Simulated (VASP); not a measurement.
# Hf7S (Fm-3m) in VASP: a series of runs

Runs on Hf7S. Level: PBE. Tasks: relaxation of cell and atoms, single point.

Program: VASP 6.6.1. These are calculated values, not measurements. Logs are shortened: lines on timing, memory, paths and dates and some standing lists are left out, and cuts for length are marked.

### 1 The cell of the first run

Symmetry: Fm-3m, No. 225, cubic system. The conventional cell has a = 8.317 Å, b = 8.317 Å, c = 8.317 Å, α = 90.00°, β = 90.00°, γ = 90.00°. Hf (site symmetry m-3m) is surrounded by 12 Hf at 2.94 Å. Hf (site symmetry mmm) is surrounded by 10 Hf at 2.94 Å and 2 S at 2.94 Å. S (site symmetry m-3m) is surrounded by 12 Hf at 2.94 Å.

The cell was built by a generator and needn't be a form met in nature.

### 2 Relaxation of cell and atoms, PBE (species swapped into the SbPt7 type (Fm-3m, No. 225))

INCAR

```
ALGO = Fast
EDIFF = 1E-6
EDIFFG = -0.04
ENCUT = 600
GGA = PE
IBRION = 2
ISIF = 3
ISMEAR = 0
LASPH = T
LCHARG = F
LREAL = F
LWAVE = F
NELM = 60
NSW = 90
PREC = Accurate
SIGMA = 0.1
```

KPOINTS

```
k-points
0
Gamma
  4 4 4
```

POSCAR

```
Hf7S
1.0
    0.0000000000      4.1586647600      4.1586647600
    4.1586647600      0.0000000000      4.1586647600
    4.1586647600      4.1586647600      0.0000000000
Hf S
7 1
Direct
    0.5000000000      0.5000000000      0.5000000000
    0.0000000000      0.5000000000      0.0000000000
    0.5000000000      0.0000000000      0.0000000000
    0.0000000000      0.5000000000      0.5000000000
    0.5000000000      0.0000000000      0.5000000000
    0.0000000000      0.0000000000      0.5000000000
    0.5000000000      0.5000000000      0.0000000000
    0.0000000000      0.0000000000      0.0000000000
```

Potentials or basis: VASP PAW PBE potentials, release 64 (Hf_pv, S).

Launch:

```sh
$ cat potpaw_PBE.64/Hf_pv/POTCAR potpaw_PBE.64/S/POTCAR > POTCAR
$ mpirun -np 1 vasp_std > vasp.out
```

OUTCAR:

```text
EDIFF = 1E-6
   EDIFFG = -0.04
   ENCUT = 600
   GGA = PE
   IBRION = 2
   ISIF = 3
   ISMEAR = 0
   LASPH = T
   LREAL = F
   NELM = 60
   NSW = 90
   PREC = Accurate

 ion  position               nearest neighbor table
   1  0.500  0.500  0.500-   4 2.94   5 2.94   7 2.94   2 2.94   3 2.94   7 2.94   3 2.94   5 2.94
                             6 2.94   2 2.94   4 2.94   6 2.94
   2  0.000  0.500  0.000-   4 2.94   7 2.94   8 2.94   1 2.94   4 2.94   6 2.94   3 2.94   6 2.94
                             8 2.94   1 2.94   3 2.94   7 2.94
   3  0.500  0.000  0.000-   5 2.94   7 2.94   8 2.94   1 2.94   5 2.94   6 2.94   1 2.94   2 2.94
                             7 2.94   2 2.94   6 2.94   8 2.94
   4  0.000  0.500  0.500-   1 2.94   2 2.94   6 2.94   2 2.94   7 2.94   8 2.94   5 2.94   6 2.94
                             8 2.94   1 2.94   5 2.94   7 2.94
   5  0.500  0.000  0.500-   1 2.94   3 2.94   6 2.94   3 2.94   7 2.94   8 2.94   1 2.94   4 2.94
                             7 2.94   4 2.94   6 2.94   8 2.94
   6  0.000  0.000  0.500-   4 2.94   5 2.94   8 2.94   2 2.94   3 2.94   8 2.94   1 2.94   2 2.94
                             4 2.94   1 2.94   3 2.94   5 2.94
   7  0.500  0.500  0.000-   1 2.94   2 2.94   3 2.94   1 2.94   4 2.94   5 2.94   3 2.94   5 2.94
                             8 2.94   2 2.94   4 2.94   8 2.94
   8  0.000  0.000  0.000-   2 2.94   3 2.94   6 2.94   4 2.94   5 2.94   6 2.94   2 2.94   4 2.94
                             7 2.94   3 2.94   5 2.94   7 2.94

  LATTYP: Found a face centered cubic cell.
 ALAT       =     8.3173295200

  Lattice vectors:

 A1 = (   0.0000000000,   4.1586647600,   4.1586647600)
 A2 = (   4.1586647600,   0.0000000000,   4.1586647600)
 A3 = (   4.1586647600,   4.1586647600,   0.0000000000)

Analysis of symmetry for initial positions (statically):
=====================================================================
 Subroutine PRICEL returns:
 Original cell was already a primitive cell.

 Routine SETGRP: Setting up the symmetry group for a
 face centered cubic supercell.

 Subroutine GETGRP returns: Found 48 space group operations
 (whereof 48 operations were pure point group operations)
 out of a pool of 48 trial point group operations.

The static configuration has the point symmetry O_h .

Analysis of symmetry for dynamics (positions and initial velocities):
=====================================================================
 Subroutine PRICEL returns:
 Original cell was already a primitive cell.

 Routine SETGRP: Setting up the symmetry group for a
 face centered cubic supercell.

 Subroutine GETGRP returns: Found 48 space group operations
 (whereof 48 operations were pure point group operations)
 out of a pool of 48 trial point group operations.

The dynamic configuration has the point symmetry O_h .

 Subroutine INISYM returns: Found 48 space group operations
 (whereof 48 operations are pure point group operations),
 and found     1 'primitive' translations

----------------------------------------------------------------------------------------

                                     Primitive cell

  volume of cell :     143.8440

  direct lattice vectors                    reciprocal lattice vectors
     0.000000000  4.158664760  4.158664760    -0.120230898  0.120230898  0.120230898
     4.158664760  0.000000000  4.158664760     0.120230898 -0.120230898  0.120230898
     4.158664760  4.158664760  0.000000000     0.120230898  0.120230898 -0.120230898

  length of vectors
     5.881240105  5.881240105  5.881240105     0.208246025  0.208246025  0.208246025

  position of ions in fractional coordinates (direct lattice)
     0.500000000  0.500000000  0.500000000
     0.000000000  0.500000000  0.000000000
     0.500000000  0.000000000  0.000000000
     0.000000000  0.500000000  0.500000000
     0.500000000  0.000000000  0.500000000
     0.000000000  0.000000000  0.500000000
     0.500000000  0.500000000  0.000000000
     0.000000000  0.000000000  0.000000000

  ion indices of the primitive-cell ions
   primitive index   ion index
                 1           1
                 2           2
                 3           3
                 4           4
                 5           5
                 6           6
                 7           7
                 8           8

----------------------------------------------------------------------------------------

 KPOINTS: k-points

Automatic generation of k-mesh.
 Grid dimensions read from file:
 generate k-points for:    4    4    4

 Generating k-lattice:

  Cartesian coordinates                     Fractional coordinates (reciprocal lattice)
    -0.030057725  0.030057725  0.030057725     0.250000000  0.000000000  0.000000000
     0.030057725 -0.030057725  0.030057725     0.000000000  0.250000000  0.000000000
     0.030057725  0.030057725 -0.030057725     0.000000000  0.000000000  0.250000000

  Length of vectors
     0.052061506  0.052061506  0.052061506

  Shift w.r.t. Gamma in fractional coordinates (k-lattice)
     0.000000000  0.000000000  0.000000000

 Subroutine IBZKPT returns following result:
 ===========================================

 Found      8 irreducible k-points:

 Following reciprocal coordinates:
            Coordinates               Weight
  0.000000  0.000000  0.000000      1.000000
  0.250000  0.000000  0.000000      8.000000
  0.500000  0.000000  0.000000      4.000000
  0.250000  0.250000  0.000000      6.000000
  0.500000  0.250000  0.000000     24.000000
 -0.250000  0.250000  0.000000     12.000000
  0.500000  0.500000  0.000000      3.000000
 -0.250000  0.500000  0.250000      6.000000
   k-points           NKPTS =      8   k-points in BZ     NKDIM =      8   number of bands    NBANDS=     45
   number of dos      NEDOS =    301   number of ions     NIONS =      8
   total plane-waves  NPLWV = 110592
   dimension x,y,z NGX =    48 NGY =   48 NGZ =   48
   dimension x,y,z NGXF=    96 NGYF=   96 NGZF=   96
   ions per type =               7   1
   NGX,Y,Z   is equivalent  to a cutoff of  13.57, 13.57, 13.57 a.u.
   NGXF,Y,Z  is equivalent  to a cutoff of  27.14, 27.14, 27.14 a.u.
 SYSTEM =  unknown system
   PREC   = accura    normal or accurate (medium, high low for compatibility)
   ISTART =      0    job   : 0-new  1-cont  2-samecut
   ICHARG =      2    charge: 1-file 2-atom 10-const
   ISPIN  =      1    spin polarized calculation?
   LNONCOLLINEAR =      F non collinear calculations
   LSORBIT =      F    spin-orbit coupling
   LASPH  =      T    aspherical Exc in radial PAW
   ENCUT  =  600.0 eV  44.10 Ry    6.64 a.u.  11.75 11.75 11.75*2*pi/ulx,y,z
   NELM   =     60;   NELMIN=  2; NELMDL= -5     # of ELM steps
   EDIFF  = 0.1E-05   stopping-criterion for ELM
   LREAL  =      F    real-space projection
   EDIFFG = -.4E-01   stopping-criterion for IOM
   NSW    =     90    number of steps for IOM
   IBRION =      2    ionic relax: 0-MD 1-quasi-New 2-CG
   NFREE  =      1    steps in history (QN), initial steepest desc. (CG)
   ISIF   =      3    stress and relaxation
   ISYM   =      2    0-nonsym 1-usesym 2-fastsym
   POTIM  = 0.5000    time-step for ionic-motion
   TEBEG  =    0.0;   TEEND  =   0.0 temperature during run
   PSTRESS=    0.0 pullay stress
   NELECT =      76.0000    total number of electrons
   NUPDOWN=      -1.0000    fix difference up-down
   EMIN   =  10.00;   EMAX   =-10.00  energy-range for DOS
   EFERMI =   0.00;   METHOD = LEGACY
   ISMEAR =     0;   SIGMA  =   0.10  broadening in eV -4-tet -1-fermi 0-gaus
   EFERMI_NEDOS =   21; number of points for ismear=-14 and -15
   IALGO  =     68    algorithm
   IMIX   =      4    mixing-type and parameters
     AMIX     =   0.40;   BMIX     =  1.00
     AMIX_MAG =   1.60;   BMIX_MAG =  1.00
  volume/ion in A,a.u.               =      17.98       121.34
  Fermi-wavevector in a.u.,A,eV,Ry     =   1.323474  2.501003 23.831743  1.751584
  Thomas-Fermi vector in A             =   2.453079
   LORBIT       =      0    0 simple, 1 ext, 2 COOP (PROOUT), +10 PAW based schemes
   GGA     = PE    functional components
   LHFCALC =     F    Hartree Fock is set to
   AEXX    =    0.0000 exact exchange contribution
   IVDW    =     0    specifies the selected vdW correction
   LEPSILON=     F    determine dielectric tensor
   LRPA    =     F    only Hartree local field effects (RPA)
 conjugate gradient relaxation of ions
 non-spin polarized calculation
 RMM-DIIS sequential band-by-band and
 Gauss-broadening in eV      SIGMA  =   0.10
  energy-cutoff  :      600.00
  volume of cell :      143.84
 maximum number of plane-waves:      4813
 NGX is ok and might be reduce to    48
   NGX = 23   NGY = 23   NGZ = 23

--------------------------------------- Ionic step        1  -------------------------------------------

 number of electron      76.0000006 magnetization

 Free energy of the ion-electron system (eV)
  ---------------------------------------------------
  ext. energy  EPLUGINS =         0.00000000
  ---------------------------------------------------
  free energy    TOTEN  =       -72.18128511 eV

  energy without entropy =      -72.15566135  energy(sigma->0) =      -72.16847323

------------------------ aborting loop because EDIFF is reached ----------------------------------------

  FORCE on cell =-STRESS in cart. coord.  units (eV):
  Direction    XX          YY          ZZ          XY          YZ          ZX
  --------------------------------------------------------------------------------------
  -------------------------------------------------------------------------------------
  Total       19.3302406     19.3302406     19.3302406      0.0000000      0.0000000     -0.0000000
  in kB      215.3059885    215.3059885    215.3059885      0.0000000      0.0000000     -0.0000000
  external PRESSURE =     215.3059885 kB  Pullay stress =       0.0000000 kB
[... 111 lines left out ...]
  energy  without entropy=      -73.6168485188  energy(sigma->0) =      -73.63245157

--------------------------------------- Ionic step        4  -------------------------------------------

 number of electron      76.0000009 magnetization

 Free energy of the ion-electron system (eV)
  ---------------------------------------------------
  ext. energy  EPLUGINS =         0.00000000
  ---------------------------------------------------
  free energy    TOTEN  =       -73.64925652 eV

  energy without entropy =      -73.61893376  energy(sigma->0) =      -73.63409514

 E-fermi :   5.3135     XC(G=0): -11.3496

 val. band max:        5.2390580972   @ k =   0.5000   0.2500   0.0000
 cond. band min:       5.3583504539   @ k =   0.2500   0.0000   0.0000
 fundamental gap:      0.1192923567
 Fermi energy:         5.3135104778

 k-point     1 :       0.0000    0.0000    0.0000
  band No.  band energies     occupation
      1     -25.5686      2.00000
      2     -25.5311      2.00000
      3     -25.5311      2.00000
      4     -25.5311      2.00000
      5     -25.4890      2.00000
      6     -25.4890      2.00000
[... 408 lines left out ...]
  FREE ENERGIE OF THE ION-ELECTRON SYSTEM (eV)
  ---------------------------------------------------
  free  energy   TOTEN  =       -73.6492565171 eV

  energy  without entropy=      -73.6189337578  energy(sigma->0) =      -73.63409514

 reached required accuracy - stopping structural energy minimisation
```

Wall time 5.2 min (1 thread of Intel Xeon Platinum 8375C at 2.90GHz (Ice Lake), shared host); peak memory 0.35 GiB.

What came out:

```yaml
Free_energy: -73.6493 eV
Relaxed_volume: 21.08 Å³/atom
Relaxed_cell: a = 6.202 Å, b = 6.202 Å, c = 6.202 Å, α = 60.00°, β = 60.00°, γ = 60.00°
Space_group_after_relaxing_to_0.05_Å: Fm-3m (No. 225)
Energy_gained_by_relaxing: 183.5 meV/atom
Ionic_steps: 4
Pressure_after_relaxing: -0.1 GPa
Band_gap_on_the_k_mesh: none (metal or under the smearing width)
```

Step by step:
| step | energy change (eV) | largest force (eV/Å) | pressure (GPa) | volume (Å³) |
| --- | --- | --- | --- | --- |
| 1 | 0.0000 | 0.0000 | 21.53 | 143.84 |
| 2 | -0.0326 | 0.0000 | -12.74 | 200.24 |
| 3 | -1.4668 | 0.0000 | -0.48 | 169.36 |
| 4 | -1.4680 | 0.0000 | -0.06 | 168.67 |

Final structure:
```
CELL_PARAMETERS angstrom
0.00000 4.38531 4.38531
4.38531 0.00000 4.38531
4.38531 4.38531 0.00000
ATOMIC_POSITIONS crystal
Hf 0.50000 0.50000 0.50000
Hf 0.00000 0.50000 0.00000
Hf 0.50000 0.00000 0.00000
Hf 0.00000 0.50000 0.50000
Hf 0.50000 0.00000 0.50000
Hf 0.00000 0.00000 0.50000
Hf 0.50000 0.50000 0.00000
S 0.00000 0.00000 0.00000
```

Caveat: the volume moved by over 15 % at a fixed basis, so the end points are rough.

[end of part 1 of 2]
